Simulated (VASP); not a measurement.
# InP (F-43m) in VASP: single point with r2SCAN

Aim: the single point of InP with r2SCAN.

All numbers are computed with VASP 6.6.1; they aren't measurements. Logs are shortened: lines on timing, memory, paths and dates and some standing lists are left out, and cuts for length are marked.

**Measured values to compare with.**

A printed reference work, data compilation reports, for a bulk crystal of InP at 1.6 K: band gap 1.4236 eV (direct).

The results are compared with them further down.

**1. The cell of the first run**

It takes space group F-43m (No. 216, cubic). The conventional cell has a = 5.861 Å, b = 5.861 Å, c = 5.861 Å, α = 90.00°, β = 90.00°, γ = 90.00°. In (site symmetry -43m) has 4 P at 2.54 Å within 3.3 Å. Within 3.3 Å of P (site symmetry -43m) lie 4 In at 2.54 Å.

**2. Single point, r2SCAN**

POSCAR reads:

```
InP
1.0
    0.0000000000      2.9305000000      2.9305000000
    2.9305000000      0.0000000000      2.9305000000
    2.9305000000      2.9305000000      0.0000000000
In P
1 1
Direct
    0.0000000000      0.0000000000      0.0000000000
    0.7500000000      0.7500000000      0.7500000000
```

INCAR.step1 reads:

```
PREC = Accurate
ENCUT = 520
ISMEAR = 0
SIGMA = 0.1
LREAL = F
LASPH = T
NELM = 60
NBANDS = 16
GGA = PE
ALGO = Normal
EDIFF = 1E-4
LWAVE = T
LCHARG = F
```

INCAR.step2 reads:

```
PREC = Accurate
ENCUT = 520
EDIFF = 1E-7
ISMEAR = 0
SIGMA = 0.1
LREAL = F
LASPH = T
NELM = 60
ALGO = Normal
ISIF = 2
LWAVE = F
LCHARG = T
METAGGA = R2SCAN
LMIXTAU = T
LELF = T
LVHAR = T
NBANDS = 16
ISTART = 1
```

KPOINTS reads:

```
Automatic mesh
0
Gamma
  6 6 6
```

Potentials or basis: VASP PAW PBE potentials, release 64 (In_d, P).

Launch:

```console
> cat potpaw_PBE.64/In_d/POTCAR potpaw_PBE.64/P/POTCAR > POTCAR
> cp INCAR.step1 INCAR
> mpirun -np 1 vasp_std > vasp.out
> cp INCAR.step2 INCAR
> mpirun -np 1 vasp_std > vasp.out
```

OUTCAR:

```text
PREC = Accurate
   ENCUT = 520
   EDIFF = 1E-7
   ISMEAR = 0
   LREAL = F
   LASPH = T
   NELM = 60
   ISIF = 2
   METAGGA = R2SCAN
   ISTART = 1

 ion  position               nearest neighbor table
   1  0.000  0.000  0.000-   2 2.54   2 2.54   2 2.54   2 2.54
   2  0.750  0.750  0.750-   1 2.54   1 2.54   1 2.54   1 2.54

  LATTYP: Found a face centered cubic cell.
 ALAT       =     5.8610000000

  Lattice vectors:

 A1 = (   0.0000000000,   2.9305000000,   2.9305000000)
 A2 = (   2.9305000000,   0.0000000000,   2.9305000000)
 A3 = (   2.9305000000,   2.9305000000,   0.0000000000)

Analysis of symmetry for initial positions (statically):
=====================================================================
 Subroutine PRICEL returns:
 Original cell was already a primitive cell.

 Routine SETGRP: Setting up the symmetry group for a
 face centered cubic supercell.

 Subroutine GETGRP returns: Found 24 space group operations
 (whereof 24 operations were pure point group operations)
 out of a pool of 48 trial point group operations.

The static configuration has the point symmetry T_d .

Analysis of symmetry for dynamics (positions and initial velocities):
=====================================================================
 Subroutine PRICEL returns:
 Original cell was already a primitive cell.

 Routine SETGRP: Setting up the symmetry group for a
 face centered cubic supercell.

 Subroutine GETGRP returns: Found 24 space group operations
 (whereof 24 operations were pure point group operations)
 out of a pool of 48 trial point group operations.

The dynamic configuration has the point symmetry T_d .

 Subroutine INISYM returns: Found 24 space group operations
 (whereof 24 operations are pure point group operations),
 and found     1 'primitive' translations

----------------------------------------------------------------------------------------

                                     Primitive cell

  volume of cell :      50.3333

  direct lattice vectors                    reciprocal lattice vectors
     0.000000000  2.930500000  2.930500000    -0.170619348  0.170619348  0.170619348
     2.930500000  0.000000000  2.930500000     0.170619348 -0.170619348  0.170619348
     2.930500000  2.930500000  0.000000000     0.170619348  0.170619348 -0.170619348

  length of vectors
     4.144352845  4.144352845  4.144352845     0.295521380  0.295521380  0.295521380

  position of ions in fractional coordinates (direct lattice)
     0.000000000  0.000000000  0.000000000
     0.750000000  0.750000000  0.750000000

  ion indices of the primitive-cell ions
   primitive index   ion index
                 1           1
                 2           2

----------------------------------------------------------------------------------------

 KPOINTS: Automatic mesh

Automatic generation of k-mesh.
 Grid dimensions read from file:
 generate k-points for:    6    6    6

 Generating k-lattice:

  Cartesian coordinates                     Fractional coordinates (reciprocal lattice)
    -0.028436558  0.028436558  0.028436558     0.166666667  0.000000000  0.000000000
     0.028436558 -0.028436558  0.028436558     0.000000000  0.166666667  0.000000000
     0.028436558  0.028436558 -0.028436558     0.000000000  0.000000000  0.166666667

  Length of vectors
     0.049253563  0.049253563  0.049253563

  Shift w.r.t. Gamma in fractional coordinates (k-lattice)
     0.000000000  0.000000000  0.000000000

 Subroutine IBZKPT returns following result:
 ===========================================

 Found     16 irreducible k-points:

 Following reciprocal coordinates:
            Coordinates               Weight
  0.000000  0.000000  0.000000      1.000000
  0.166667  0.000000  0.000000      8.000000
  0.333333  0.000000  0.000000      8.000000
  0.500000  0.000000  0.000000      4.000000
  0.166667  0.166667  0.000000      6.000000
  0.333333  0.166667  0.000000     24.000000
[... 8 lines left out ...]
 -0.333333  0.333333  0.166667     24.000000
 -0.333333  0.500000  0.166667     12.000000
   k-points           NKPTS =     16   k-points in BZ     NKDIM =     16   number of bands    NBANDS=     16
   number of dos      NEDOS =    301   number of ions     NIONS =      2
   total plane-waves  NPLWV =  32768
   dimension x,y,z NGX =    32 NGY =   32 NGZ =   32
   dimension x,y,z NGXF=    64 NGYF=   64 NGZF=   64
   ions per type =               1   1
   NGX,Y,Z   is equivalent  to a cutoff of  12.84, 12.84, 12.84 a.u.
   NGXF,Y,Z  is equivalent  to a cutoff of  25.67, 25.67, 25.67 a.u.
 SYSTEM =  unknown system
   PREC   = accura    normal or accurate (medium, high low for compatibility)
   ISTART =      1    job   : 0-new  1-cont  2-samecut
   ICHARG =      0    charge: 1-file 2-atom 10-const
   ISPIN  =      1    spin polarized calculation?
   LNONCOLLINEAR =      F non collinear calculations
   LSORBIT =      F    spin-orbit coupling
   LASPH  =      T    aspherical Exc in radial PAW
   ENCUT  =  520.0 eV  38.22 Ry    6.18 a.u.   7.71  7.71  7.71*2*pi/ulx,y,z
   NELM   =     60;   NELMIN=  2; NELMDL=  0     # of ELM steps
   EDIFF  = 0.1E-06   stopping-criterion for ELM
   LREAL  =      F    real-space projection
   EDIFFG = 0.1E-05   stopping-criterion for IOM
   NSW    =      0    number of steps for IOM
   IBRION =     -1    ionic relax: 0-MD 1-quasi-New 2-CG
   NFREE  =      0    steps in history (QN), initial steepest desc. (CG)
   ISIF   =      2    stress and relaxation
   ISYM   =      2    0-nonsym 1-usesym 2-fastsym
   POTIM  = 0.5000    time-step for ionic-motion
   TEBEG  =    0.0;   TEEND  =   0.0 temperature during run
   PSTRESS=    0.0 pullay stress
   NELECT =      18.0000    total number of electrons
   NUPDOWN=      -1.0000    fix difference up-down
   EMIN   =  10.00;   EMAX   =-10.00  energy-range for DOS
   EFERMI =   0.00;   METHOD = LEGACY
   ISMEAR =     0;   SIGMA  =   0.10  broadening in eV -4-tet -1-fermi 0-gaus
   EFERMI_NEDOS =   21; number of points for ismear=-14 and -15
   IALGO  =     38    algorithm
   IMIX   =      4    mixing-type and parameters
     AMIX     =   0.40;   BMIX     =  1.00
     AMIX_MAG =   1.60;   BMIX_MAG =  1.00
  volume/ion in A,a.u.               =      25.17       169.83
  Fermi-wavevector in a.u.,A,eV,Ry     =   1.162021  2.195901 18.371846  1.350293
  Thomas-Fermi vector in A             =   2.298587
   LORBIT       =      0    0 simple, 1 ext, 2 COOP (PROOUT), +10 PAW based schemes
   METAGGA = R2SCAN    functional components
   LHFCALC =     F    Hartree Fock is set to
   AEXX    =    0.0000 exact exchange contribution
   IVDW    =     0    specifies the selected vdW correction
   LEPSILON=     F    determine dielectric tensor
   LRPA    =     F    only Hartree local field effects (RPA)
 non-spin polarized calculation
 Gauss-broadening in eV      SIGMA  =   0.10
  energy-cutoff  :      520.00
  volume of cell :       50.33
 maximum number of plane-waves:      1380
   NGX = 15   NGY = 15   NGZ = 15

 number of electron      18.0000005 magnetization

 Free energy of the ion-electron system (eV)
  ---------------------------------------------------
  ext. energy  EPLUGINS =         0.00000000
  ---------------------------------------------------
  free energy    TOTEN  =       -32.28268130 eV

  energy without entropy =      -32.28268130  energy(sigma->0) =      -32.28268130

 E-fermi :   5.4453     XC(G=0):  -9.8800

 val. band max:        5.0169255142   @ k =   0.0000   0.0000   0.0000
 cond. band min:       6.1848170494   @ k =   0.0000   0.0000   0.0000
 fundamental gap:      1.1678915351
 Fermi energy:         5.4453458172

 k-point     1 :       0.0000    0.0000    0.0000
  band No.  band energies     occupation
      1      -9.6442      2.00000
      2      -9.6442      2.00000
      3      -9.6442      2.00000
      4      -9.4650      2.00000
      5      -9.4650      2.00000
      6      -6.9836      2.00000
[... 8 lines left out ...]
     15      14.9360      0.00000
     16      14.9360      0.00000

 k-point     2 :       0.1667    0.0000    0.0000
  band No.  band energies     occupation
      1      -9.6810      2.00000
      2      -9.6306      2.00000
      3      -9.6306      2.00000
      4      -9.4644      2.00000
      5      -9.4644      2.00000
      6      -6.6527      2.00000
[... 8 lines left out ...]
     15      14.0837      0.00000
     16      15.0470      0.00000

 k-point     3 :       0.3333    0.0000    0.0000
  band No.  band energies     occupation
      1      -9.7478      2.00000
      2      -9.6083      2.00000
      3      -9.6083      2.00000
      4      -9.4581      2.00000
      5      -9.4581      2.00000
      6      -5.8041      2.00000
[... 8 lines left out ...]
     15      14.6138      0.00000
     16      14.6138      0.00000

 k-point     4 :       0.5000    0.0000    0.0000
  band No.  band energies     occupation
      1      -9.7787      2.00000
      2      -9.6002      2.00000
      3      -9.6002      2.00000
      4      -9.4517      2.00000
      5      -9.4517      2.00000
      6      -5.1762      2.00000
[... 8 lines left out ...]
     15      16.2511      0.00000
     16      16.2511      0.00000
[... 172 lines left out ...]
 k-point    14 :       0.5000    0.3333    0.1667
  band No.  band energies     occupation
      1      -9.7939      2.00000
      2      -9.5833      2.00000
      3      -9.5646      2.00000
      4      -9.4858      2.00000
      5      -9.4455      2.00000
      6      -5.1469      2.00000
[... 8 lines left out ...]
     15      16.7819      0.00000
     16      17.4401      0.00000

 k-point    15 :      -0.3333    0.3333    0.1667
  band No.  band energies     occupation
      1      -9.8056      2.00000
      2      -9.5829      2.00000
      3      -9.5525      2.00000
      4      -9.4802      2.00000
      5      -9.4505      2.00000
      6      -4.6477      2.00000
[... 8 lines left out ...]
     15      16.7793      0.00000
     16      17.2538      0.00000

 k-point    16 :      -0.3333    0.5000    0.1667
  band No.  band energies     occupation
      1      -9.8260      2.00000
      2      -9.5641      2.00000
      3      -9.5369      2.00000
      4      -9.4969      2.00000
      5      -9.4413      2.00000
      6      -4.4363      2.00000
[... 8 lines left out ...]
     15      16.8971      0.00000
     16      17.6755      0.00000

------------------------ aborting loop because EDIFF is reached ----------------------------------------

  FORCE on cell =-STRESS in cart. coord.  units (eV):
  Direction    XX          YY          ZZ          XY          YZ          ZX
  --------------------------------------------------------------------------------------
  -------------------------------------------------------------------------------------
  Total        0.4939763      0.4939763      0.4939763      0.0000000     -0.0000000      0.0000000
  in kB       15.7239450     15.7239450     15.7239450      0.0000000     -0.0000000      0.0000000
  external PRESSURE =      15.7239450 kB  Pullay stress =       0.0000000 kB

 VOLUME and BASIS-vectors are now :
 -----------------------------------------------------------------------------
  energy-cutoff  :      520.00
  volume of cell :       50.33
      direct lattice vectors                 reciprocal lattice vectors
     0.000000000  2.930500000  2.930500000    -0.170619348  0.170619348  0.170619348
     2.930500000  0.000000000  2.930500000     0.170619348 -0.170619348  0.170619348
     2.930500000  2.930500000  0.000000000     0.170619348  0.170619348 -0.170619348

 POSITION                                       TOTAL-FORCE (eV/Angst)
 -----------------------------------------------------------------------------------
      0.00000      0.00000      0.00000         0.000000      0.000000      0.000000
      4.39575      4.39575      4.39575        -0.000000     -0.000000     -0.000000
 -----------------------------------------------------------------------------------
    total drift:                                0.000002      0.000002      0.000002

  FREE ENERGIE OF THE ION-ELECTRON SYSTEM (eV)
  ---------------------------------------------------
  free  energy   TOTEN  =       -32.2826813009 eV

  energy  without entropy=      -32.2826813009  energy(sigma->0) =      -32.28268130
```

It took 75 s on 1 thread of Intel Xeon 8259CL, shared host; peak memory 0.18 GiB.

What came out:

```
Free energy            : -32.2827 eV
Pressure               : 1.6 GPa
Band gap on the k mesh : 1.17 eV, direct
```

Caveat: the PAW data sets were made with another functional, which shifts forces and pressure a little; spin-orbit coupling is left out, which moves the levels of the heavy elements.

**3. Against experiment**

Step 2. Measured gap of InP: 1.4236 eV (direct; 1.6 K; a printed reference work, data compilation). This calculation gives 1.17 eV (-0.26 eV). Spin-orbit coupling on In is left out. The value is that of r2SCAN, without temperature or zero-point motion.
